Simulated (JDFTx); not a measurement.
# ZnCu under changes of volume

One of the cells (12.771 Å³/atom); the others are scaled copies at fixed shape and fractional positions:

```
Zn Cu
1.0
     2.94500    0.00000    0.00000
     0.00000    2.94500    0.00000
     0.00000    0.00000    2.94500
Zn Cu
1 1
Direct
  0.50000 0.50000 0.50000
  0.00000 0.00000 0.00000
```

```yaml
Program: JDFTx 1.7.0 (patched build)
Functional: PBEsol
Potentials_or_basis: PseudoDojo-SR-PBEsol-0.4.1-standard with smoothed tails
Cutoff: 1252 eV
Density_cutoff: 10014 eV
k_mesh: 9 × 9 × 9
Occupations: fermi-dirac, width 0.05 eV
Spin: no spin polarisation
```

```tsv
volume (Å³/atom)	energy over the lowest point (meV/atom)	pressure (GPa)
12.005	3.18	3.6
12.260	0.00	0.4
12.516	1.50	-2.3
12.771	7.09	-4.7
13.026	16.32	-6.8
13.282	?	?
13.537	44.01	-10.4
```

Q: What does the run at 13.282 Å³/atom give?

A: Energy over the lowest point 28.76 meV/atom; pressure -8.7 GPa.

Worked out: A Birch-Murnaghan fit of order 3 (a polynomial in V^(-2/3)) to the other rows has its minimum at 12.30 Å³/atom with B0 = V·E''(V) = 138 GPa and B' = 5.1. It gives 28.78 meV/atom at 13.282 Å³/atom, against the run's 28.76, and -dE/dV = -8.7 GPa, against -8.7.

Energies are extrapolated to zero smearing.
